A crystal of gallium antimonide is expanded evenly in all directions, so that it keeps its cubic shape and every bond lengthens by the same factor. At each volume a PBE calculation without spin-orbit coupling gives two gaps. The band gap is the smallest energy between any filled and any empty state. The least direct gap is the smallest such energy when both states have the same wave vector, that is, the same phase pattern from cell to cell.

Zinc-blende GaSb computed with Ansatz 0.2.0 using PBE without spin polarisation or spin-orbit coupling, PAW potentials, a 420 eV plane-wave cutoff, an 8×8×8 k mesh and Fermi-Dirac smearing of width 0.02 eV. The cells are the r2SCAN cell and uniformly strained copies of it. Each gap is the smallest found over all k points computed.

```csv
volume (Å³/atom),shortest distance (Å),band gap (eV),least direct gap (eV)
25.496,2.549,0.664,0.892
26.302,2.575,0.592,0.655
26.514,2.582,0.574,0.594
27.123,2.602,0.424,0.424
27.962,2.629,0.201,0.201
28.818,2.655,0.000,0.000
29.691,2.682,0.000,0.000
30.582,2.708,0.000,0.000
31.490,2.735,0.000,0.000
31.739,2.742,0.000,0.000
32.416,2.761,0.000,0.000
```

**(a) The band gap falls gently over the first three cells and much faster over the next two. What changes between them?**

*Solution.* The two gap columns differ in the first three rows and agree afterwards. In all these cells the highest filled state lies at Γ, the point where every cell has the same phase. The lowest empty state lies at another point, L, in the first three cells, and at Γ in the next two. The crystal therefore has two competing conduction minima above one common valence top, and the band gap reports whichever is lower.

The two minima respond very differently to expansion. For each per cent of added volume, the minimum at Γ approaches the valence top by nearly 0.08 eV and the one at L by only about 0.02 eV. At 25.496 Å³/atom the Γ minimum is the higher of the two, but it comes down more than three times as fast. The two cross near 26.6 Å³/atom, and from there on the band gap follows the steep one.

This also explains two irregular steps. The small drop on reaching 26.514 Å³/atom belongs to a short step in volume; the slope there is nearly the same as before. The next step, to 27.123 Å³/atom, begins just before the crossing and so is almost as steep as the direct gap. Had L remained the lowest minimum, the gap there would be about 0.52 eV instead of 0.424 eV.

Bonding theory offers a reason for the different slopes. The conduction state at Γ is built from s orbitals that are antibonding between each atom and all its neighbours, so its energy depends strongly on bond length. At L the phases vary through the crystal and s and p orbitals mix, which weakens that dependence. The valence top is made of bonding p orbitals, which in the same simple picture lose some of their stabilisation as the bonds stretch. The calculations fix only the separation of the two edges, because energies at different volumes share no common zero, so they do not show how far each edge moves by itself.

**(b) Turn this picture into a formula for the direct gap. What does it give at 28.818 Å³/atom?**

*Solution.* Let $S$ be the energy of the antibonding s state at Γ minus that of the p states at Γ. While the s state is the upper one, $S$ is the direct gap. A simple approximation lets the interaction between orbitals on neighbouring atoms fall as $1/d^2$, where $d$ is the shortest distance. The energies of the separate atoms are treated as an added constant, which is only approximate when the two elements differ.

Because the crystal expands evenly, $d$ grows as the cube root of the volume $V$, and $1/d^2$ varies as $V^{-2/3}$. This gives

$$S(V)=B+A\left[\left(\frac{V_0}{V}\right)^{2/3}-1\right],$$

with $V_0=28.818$ Å³/atom as a convenient reference. The two constants were fitted to the five rows with an open gap, which gives $A=10.67$ eV and $B=-0.016$ eV. They summarise the curve and should not be read as properties of single orbitals.

At $V=V_0$ the bracket vanishes and the formula gives $S=B$, slightly below zero. This row was not part of the fit. A straight line in $\ln V$, the usual constant deformation potential, also goes negative there, but it misses the slight weakening of the slope as the crystal expands. The output printed after this text compares the two forms.

**(c) A gap cannot be negative, and the table prints zero from 28.818 Å³/atom onwards. Has the formula failed?**

*Solution.* The formula describes the order of two kinds of state, and a negative $S$ means that the order has reversed. The s state is a single level, while the p states at Γ form a group of three with equal energy. How many electrons each level holds reveals which kind lies lower, because the calculation fills levels near the Fermi energy according to a smooth Fermi-Dirac curve.

At 28.818 Å³/atom the single level holds 1.677 electrons and each of the three holds 1.441. The fuller level is the lower one, and with a smearing width of 0.02 eV the occupations translate into $S=-0.014$ eV. The formula is within a few thousandths of an eV of this. The occupations leave no doubt about the order in this run, but the separation is so small that a modest change of settings could turn it round.

A more expanded cell shows the reversal well beyond such doubt. At 31.490 Å³/atom, again outside the fit, the formula gives

$$S=-0.016+10.67\left[\left(\frac{28.818}{31.490}\right)^{2/3}-1\right]\approx-0.02-0.61=-0.63\ \text{eV}.$$

In the calculation the single level is now full to the last printed digit, which places it at least 0.29 eV below the group of three. That confirms the reversal, though it tests only the sign and a minimum depth, not the predicted value itself.

The exact zero then follows from counting. When the s state was above the p states, six electrons filled the group of three completely and a gap separated it from the empty s level. Once the s state lies well below, it takes two of those electrons and leaves four in a group with room for six. At 31.490 Å³/atom each of the three levels does hold one and a third electrons; at 28.818 Å³/atom the smearing still blurs this division, but the group is partly filled there too. Cubic symmetry, in the absence of spin-orbit coupling, keeps the three levels at the same energy, so the highest filled and the lowest empty state coincide.

By the formula, further expansion should lower the s state still more, but this no longer affects the gap, whose two edges both belong to the p group. The repeated zeros are therefore no sign that the electronic structure has stopped responding to volume. The quantity that still changes has dropped out of the definition of the gap.

**(d) Does gallium antimonide really lose its gap at this volume?**

*Solution.* It does not. The real crystal is a semiconductor with a gap of very roughly 0.8 eV, at a volume one or two per cent below that of the first closed row; both are recalled values. At the rate found in part (a), expanding it to that row would remove no more than about 0.2 eV. PBE places the antibonding s state too low relative to the valence top, an error it tends to make for semiconductors of this kind. The reversal at 28.818 Å³/atom is a consequence of that error. For the most expanded cells the table cannot settle the matter, because the formula falls by about another 0.8 eV between that row and the last, as much as the whole real gap.

Including spin-orbit coupling would take PBE still further from the real crystal. It splits the p group and raises its upper part by roughly 0.25 eV, again a recalled figure. Subtracted from the formula, this moves the closing volume from about 28.8 down to about 27.8 Å³/atom. The cell at 27.962 Å³/atom, which still has a gap of 0.201 eV in the table, would then probably be closed as well. The counting argument survives the splitting: with the s state below it, the upper part of the p group has room for four electrons and holds only two.

The choice of volume matters too. PBE's own pressure vanishes near 30.0 Å³/atom, well inside the closed range. Someone who first relaxed the cell with PBE and then asked for the gap would find zero, and could mistake a semiconductor for a metal.

For practical use, a strain coefficient should be taken from rows in which the same two states form the gap. Here that means following the direct gap through the five open cells, and reading the band gap column as the L gap in the first three only. Beyond them the L level has to be taken from the run itself; its occupation at 28.818 and 31.490 Å³/atom shows it still almost empty and above the valence top, so the zero there is a touching at Γ and not an overlap with L. Where a gap prints as zero over a range of volumes, the occupations or energies of the individual levels should be read at the wave vector where the band edges meet, here Γ, before the material is called metallic, and the zeros should be kept out of any fit.

Numerical output:

```
fit of least_direct_gap on 5 rows (least_direct_gap > 0): constant -0.0275 +/- 0.0036, coefficient of lnv -7.485 +/- 0.043; rms 0.00232, worst 27.962 -0.00281, leave-one-out rms 0.00543
  rows outside the fit (model, value, miss): 28.818 -0.0275, 0, -0.0275; 29.691 -0.2509, 0, -0.251; 30.582 -0.4722, 0, -0.472; 31.49 -0.6912, 0, -0.691; 31.739 -0.7501, 0, -0.75; 32.416 -0.9081, 0, -0.908
fit of least_direct_gap on 5 rows (least_direct_gap > 0): constant -0.01576 +/- 0.0005, coefficient of scal 10.67 +/- 0.0087; rms 0.000325, worst 26.302 -0.00054, leave-one-out rms 0.000523
  rows outside the fit (model, value, miss): 28.818 -0.01576, 0, -0.0158; 29.691 -0.226, 0, -0.226; 30.582 -0.4302, 0, -0.43; 31.49 -0.6284, 0, -0.628; 31.739 -0.6811, 0, -0.681; 32.416 -0.8209, 0, -0.821
slope of direct gap per unit ln V, steps between the five open rows (eV): -7.615, -7.598, -7.486, -7.32
slope of band gap per unit ln V, same steps (eV): -2.313, -2.242, -6.605, -7.32
ratio of Gamma slope to L slope over the first three rows: 3.311
volume where the Gamma and L minima cross (A3/atom): 26.61
L gap continued to the fourth row, 27.123 (eV): 0.5218
signed separation at 28.818 from occupations (eV): -0.01399
control: separation at 26.514 from occupation of the singlet (eV): 0.594
signed separation at 28.818 predicted by the ln V line (eV): -0.0275
signed separation at 28.818 predicted by the 1/d2 law (eV): -0.01576
signed separation at 31.490 predicted by the 1/d2 law (eV): -0.6284
upper bound of signed separation at 31.490 from occupations (eV): -0.2902
volume where the 1/d2 law closes the gap (A3/atom): 28.75
closing volume if spin-orbit coupling takes 0.25 eV (A3/atom): 27.77
volume at zero PBE pressure (A3/atom): 30.02
```
